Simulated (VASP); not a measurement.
# TePb (Fm-3m) in VASP: further runs, part 2 of 2

VASP 6.6.1.

## 4. Single point, PBE

The input, INCAR:

```
SYSTEM = TePb
ALGO     = Normal         ! electronic algorithm
EDIFF    = 1E-6           ! SCF threshold, eV
ENCUT    = 520            ! plane-wave cutoff, eV
GGA      = PE             ! functional
ISIF     = 2              ! what is computed and relaxed
ISMEAR   = 0              ! smearing method
LASPH    = .TRUE.         ! aspherical terms in the spheres
LCHARG   = .FALSE.        ! write CHGCAR
LREAL    = .FALSE.        ! projectors in reciprocal space
LWAVE    = .FALSE.        ! write WAVECAR
NELM     = 100            ! most SCF steps
PREC     = Accurate       ! precision mode
SIGMA    = 0.020999999999999998 ! smearing width, eV
```

The input, KPOINTS:

```
k-points
0
G
  7 7 7
  0 0 0
```

The input, POSCAR:

```
TePb
1.0
    0.0000000000      3.2310000000      3.2310000000
    3.2310000000      0.0000000000      3.2310000000
    3.2310000000      3.2310000000      0.0000000000
Pb Te
1 1
Direct
    0.0000000000      0.0000000000      0.0000000000
    0.5000000000      0.5000000000      0.5000000000
```

Potentials or basis: VASP PAW PBE potentials, release 64 (Pb_d, Te).

Launch:

```sh
cat potpaw_PBE.64/Pb_d/POTCAR potpaw_PBE.64/Te/POTCAR > POTCAR
mpirun -np 1 vasp_std > vasp.out
```

OUTCAR:

```text
SYSTEM = TePb
   EDIFF = 1E-6
   ENCUT = 520
   GGA = PE
   ISIF = 2
   ISMEAR = 0
   LASPH = .TRUE.
   LREAL = .FALSE.
   NELM = 100
   PREC = Accurate

 ion  position               nearest neighbor table
   1  0.000  0.000  0.000-   2 3.23   2 3.23   2 3.23   2 3.23   2 3.23   2 3.23
   2  0.500  0.500  0.500-   1 3.23   1 3.23   1 3.23   1 3.23   1 3.23   1 3.23

  LATTYP: Found a face centered cubic cell.
 ALAT       =     6.4620000000

  Lattice vectors:

[... 523 lines left out ...]

  FORCE on cell =-STRESS in cart. coord.  units (eV):
  Direction    XX          YY          ZZ          XY          YZ          ZX
  --------------------------------------------------------------------------------------
  -------------------------------------------------------------------------------------
  Total        0.8643025      0.8643025      0.8643025      0.0000000      0.0000000      0.0000000
  in kB       20.5274737     20.5274737     20.5274737      0.0000000      0.0000000      0.0000000
  external PRESSURE =      20.5274737 kB  Pullay stress =       0.0000000 kB

 VOLUME and BASIS-vectors are now :
 -----------------------------------------------------------------------------
  energy-cutoff  :      520.00
  volume of cell :       67.46
      direct lattice vectors                 reciprocal lattice vectors
     0.000000000  3.231000000  3.231000000    -0.154750851  0.154750851  0.154750851
     3.231000000  0.000000000  3.231000000     0.154750851 -0.154750851  0.154750851
     3.231000000  3.231000000  0.000000000     0.154750851  0.154750851 -0.154750851

 POSITION                                       TOTAL-FORCE (eV/Angst)
 -----------------------------------------------------------------------------------
      0.00000      0.00000      0.00000         0.000000      0.000000      0.000000
      3.23100      3.23100      3.23100        -0.000000     -0.000000     -0.000000
 -----------------------------------------------------------------------------------
    total drift:                               -0.000000      0.000000      0.000000

  FREE ENERGIE OF THE ION-ELECTRON SYSTEM (eV)
  ---------------------------------------------------
  free  energy   TOTEN  =        -7.5025906566 eV

  energy  without entropy=       -7.5025906566  energy(sigma->0) =       -7.50259066
```

Run time: 25 s. Hardware: 1 thread of Intel Xeon Platinum 8488C (Sapphire Rapids), shared host; peak memory 0.2 GiB.

Results:

```yaml
Free_energy: -7.5026 eV
Pressure: 2.1 GPa
```

Levels at points of the mesh, in eV from the Fermi level:
```tsv
k point	band 6	band 7	band 8	band 9	band 10	band 11	band 12	band 13	band 14
(0.00, 0.00, 0.00)	-12.07	-5.64	-1.40	-1.40	-1.40	4.03	4.03	4.03	5.75
```

Caveat: this odd mesh misses L, where the gap lies, so gap, dielectric constants and Born charges aren't listed. The run has no spin-orbit coupling, so splittings on Pb, Te are missing.

## 5. Single point, PBE

The input, INCAR:

```
SYSTEM = TePb
PREC     = Accurate       ! precision mode
ENCUT    = 520            ! plane-wave cutoff, eV
EDIFF    = 1E-7           ! SCF threshold, eV
ISMEAR   = 0              ! smearing method
SIGMA    = 0.011          ! smearing width, eV
LREAL    = .FALSE.        ! projectors in reciprocal space
LASPH    = .TRUE.         ! aspherical terms in the spheres
NELM     = 60             ! most SCF steps
ALGO     = Normal         ! electronic algorithm
ISIF     = 2              ! what is computed and relaxed
LWAVE    = .FALSE.        ! write WAVECAR
LCHARG   = .FALSE.        ! write CHGCAR
GGA      = PE             ! functional
NBANDS   = 17             ! bands
```

The input, KPOINTS:

```
regular mesh
0
G
  7 7 7
  0 0 0
```

POSCAR is that of step 4.

Potentials or basis: VASP PAW PBE potentials, release 64 (Pb_d, Te).

Launch:

```sh
cat potpaw_PBE.64/Pb_d/POTCAR potpaw_PBE.64/Te/POTCAR > POTCAR
mpirun -np 1 vasp_std > vasp.out
```

OUTCAR:

```text
SYSTEM = TePb
   PREC = Accurate
   ENCUT = 520
   EDIFF = 1E-7
   ISMEAR = 0
   LREAL = .FALSE.
   LASPH = .TRUE.
   NELM = 60
   ISIF = 2
   GGA = PE

 ion  position               nearest neighbor table
   1  0.000  0.000  0.000-   2 3.23   2 3.23   2 3.23   2 3.23   2 3.23   2 3.23
   2  0.500  0.500  0.500-   1 3.23   1 3.23   1 3.23   1 3.23   1 3.23   1 3.23

  LATTYP: Found a face centered cubic cell.
 ALAT       =     6.4620000000

  Lattice vectors:

 A1 = (   0.0000000000,   3.2310000000,   3.2310000000)
 A2 = (   3.2310000000,   0.0000000000,   3.2310000000)
 A3 = (   3.2310000000,   3.2310000000,   0.0000000000)

Analysis of symmetry for initial positions (statically):
=====================================================================
 Subroutine PRICEL returns:
 Original cell was already a primitive cell.

 Routine SETGRP: Setting up the symmetry group for a
 face centered cubic supercell.

 Subroutine GETGRP returns: Found 48 space group operations
 (whereof 48 operations were pure point group operations)
 out of a pool of 48 trial point group operations.

The static configuration has the point symmetry O_h .

[... 156 lines left out ...]

 E-fermi :   5.5861     XC(G=0):  -9.3007

 val. band max:        5.5204762818   @ k =   0.4286   0.0000   0.0000
 cond. band min:       6.5315875772   @ k =   0.4286   0.0000   0.0000
 fundamental gap:      1.0111112954
 Fermi energy:         5.5861255482

 k-point     1 :       0.0000    0.0000    0.0000
  band No.  band energies     occupation
      1     -11.0960      2.00000
      2     -11.0960      2.00000
      3     -11.0868      2.00000
      4     -11.0868      2.00000
      5     -11.0868      2.00000
      6      -6.3951      2.00000
[... 377 lines left out ...]
      4     -11.0752      2.00000
      5     -11.0623      2.00000
      6      -4.5910      2.00000
[... 9 lines left out ...]
     16      15.9319      0.00000
     17      16.4026      0.00000

------------------------ aborting loop because EDIFF is reached ----------------------------------------

  FORCE on cell =-STRESS in cart. coord.  units (eV):
  Direction    XX          YY          ZZ          XY          YZ          ZX
  --------------------------------------------------------------------------------------
  -------------------------------------------------------------------------------------
  Total        0.8731205      0.8731205      0.8731205     -0.0000000      0.0000000      0.0000000
  in kB       20.7369028     20.7369028     20.7369028     -0.0000000      0.0000000      0.0000000
  external PRESSURE =      20.7369028 kB  Pullay stress =       0.0000000 kB

 VOLUME and BASIS-vectors are now :
 -----------------------------------------------------------------------------
  energy-cutoff  :      520.00
  volume of cell :       67.46
      direct lattice vectors                 reciprocal lattice vectors
     0.000000000  3.231000000  3.231000000    -0.154750851  0.154750851  0.154750851
     3.231000000  0.000000000  3.231000000     0.154750851 -0.154750851  0.154750851
     3.231000000  3.231000000  0.000000000     0.154750851  0.154750851 -0.154750851

 POSITION                                       TOTAL-FORCE (eV/Angst)
 -----------------------------------------------------------------------------------
      0.00000      0.00000      0.00000         0.000000      0.000000     -0.000000
      3.23100      3.23100      3.23100         0.000000      0.000000      0.000000
 -----------------------------------------------------------------------------------
    total drift:                               -0.000000      0.000000      0.000000

  FREE ENERGIE OF THE ION-ELECTRON SYSTEM (eV)
  ---------------------------------------------------
  free  energy   TOTEN  =        -7.5025900780 eV

  energy  without entropy=       -7.5025900780  energy(sigma->0) =       -7.50259008
```

It took 13 s on 1 thread of Intel Xeon Platinum 8559C (Emerald Rapids), shared host; peak memory 0.2 GiB.

Results:

| Quantity | Value |
| --- | --- |
| Free energy | -7.5026 eV |
| Pressure | 2.1 GPa |

Caveat: this odd mesh misses L, where the gap lies, so gap, dielectric constants and Born charges aren't listed.

## 6. For comparison

An earlier run on the cell as given: functional PBEsol; potentials or basis VASP PAW PBE potentials, release 64 (Pb_d, Te); cutoff 520 eV; k mesh 7 × 7 × 7; occupations fermi-dirac, width 0.05 eV; no spin polarisation.

- Pressure: -0.4 GPa

## 7. The runs side by side

```tsv
level	potentials or basis	k mesh	cutoff (eV)	smearing	ladder	pressure (GPa)
PBE	VASP PAW PBE potentials, release 64 (Pb_d_GW, Te_GW)	5 × 5 × 5	500	gaussian 0.02 eV	-	2.0
PBE	VASP PAW PBE potentials, release 64 (Pb_d, Te)	7 × 7 × 7	520	gaussian 0.015 eV	-	2.1
PBE	VASP PAW PBE potentials, release 64 (Pb_d, Te)	7 × 7 × 7	520	gaussian 0.021 eV	-	2.1
PBE	VASP PAW PBE potentials, release 64 (Pb_d, Te)	7 × 7 × 7	520	gaussian 0.011 eV	-	2.1
PBEsol	VASP PAW PBE potentials, release 64 (Pb_d, Te)	7 × 7 × 7	520	fermi-dirac 0.05 eV	free	-0.4
```

Alike in all rows: task single point; no spin polarisation; cell as given.

Caveats: the PAW data sets were made with another functional, which shifts forces and pressure a little (some runs).

Absolute energies hang on the potentials; compare differences alone.
